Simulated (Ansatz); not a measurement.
**Lead, hcp under revPBE: structure, energy and stiffness**

The plan for lead in the hcp structure: relax it, solve it on a dense k-mesh, then scale the cell to 7 volumes from 88 to 112 % of the relaxed one and try a fit of the equation of state. Spin polarisation is left out. The k-meshes are 10×10×6 for the relaxation; 17×17×9 for the dense run; 11×11×6 for the volumes.

This is Pb in the hcp structure; at room conditions it is fcc.

Computed with Ansatz 0.2.0 (DFT revPBE, plane waves (420 eV) with PAW, scalar-relativistic; the PAW data stem from PBE, with regenerated cores, unless a step says otherwise).

## (1) The starting structure

Symmetry: P6_3/mmc, No. 194, hexagonal system. Conventional cell: a = 3.501 Å, b = 3.501 Å, c = 5.716 Å, α = 90.00°, β = 90.00°, γ = 120.00°. Around Pb (site symmetry -6m2) lie 12 Pb at 3.50 Å.

Coordinates:

```xyz
2
Lattice="3.5005 0.0000 0.0000 -1.7503 3.0315 0.0000 0.0000 0.0000 5.7164" Properties=species:S:1:pos:R:3 pbc="T T T"
Pb    0.0000    2.0210    1.4291
Pb    1.7503    1.0105    4.2873
```

## (2) Geometry optimisation

The input, input.yaml:

```yaml
crystal:
  lattice:
    - [3.5005272341, 0.0, 0.0]
    - [-1.7502636171, 3.0315455114, 0.0]
    - [0.0, 0.0, 5.7163609733]
  atoms:
    - { symbol: Pb, position: [0.3333333333, 0.6666666667, 0.25] }
    - { symbol: Pb, position: [0.6666666667, 0.3333333333, 0.75] }
hamiltonian:
  xc: revpbe
  pseudopotentials:
    kind: paw
    azcp:
      Pb: "pseudopotentials/Pb.paw.azcp"
basis:
  ecutwfc: 420
  fft_grid_basis: typed
kpoints:
  mp_grid: { grid: [10, 10, 6], shift: [0, 0, 0] }
magnetization:
  spin_polarized: false
scf:
  occupations: { method: fermi_dirac, width: 0.1 }
relax:
  max_steps: 60
  f_tol: 0.01
  cell: {}
```

Command:

```console
$ ansatz run input.yaml --threads 2 --pin off --max-ram 5120MiB --backend cpu --events-out ev --progress --plain --runs-dir out
```

The runs that follow: Single point on a dense mesh; The cell scaled to 88 % of its volume; The cell scaled to 92 % of its volume; The cell scaled to 96 % of its volume; The cell scaled to 100 % of its volume; The cell scaled to 104 % of its volume; The cell scaled to 108 % of its volume; The cell scaled to 112 % of its volume.

**Question.** What will these runs give? Wanted: space group; conventional cell; volume; shortest distance; gap on the mesh; relative to fcc; V₀, B₀, B₀′.

As calculated:

| quantity | value |
| --- | --- |
| space group (spins left aside) | P6_3/mmc (No. 194) |
| conventional cell | a = 3.589 Å, c = 5.884 Å (c/a = 1.639) |
| volume | 32.811 Å³/atom |
| shortest distance | 3.589 Å |
| gap on the mesh | none (levels filled in part) |
| relative to fcc | +17 meV/atom |
| V₀, B₀, B₀′ | 32.546 Å³/atom, 37 GPa, 5.0 |

**Reading.** From the guessed start the volume grew by 8.2 % in 4 steps. Against the reference form of lead (fcc, computed apart with the same settings) it stands 17 meV/atom higher. No gap shows: it is a metal or semimetal at this level. The fitted modulus is 37 GPa; letting shape and positions relax at each volume could only lower it. The symmetry was held, so the structure may be unstable against distortions that break it.
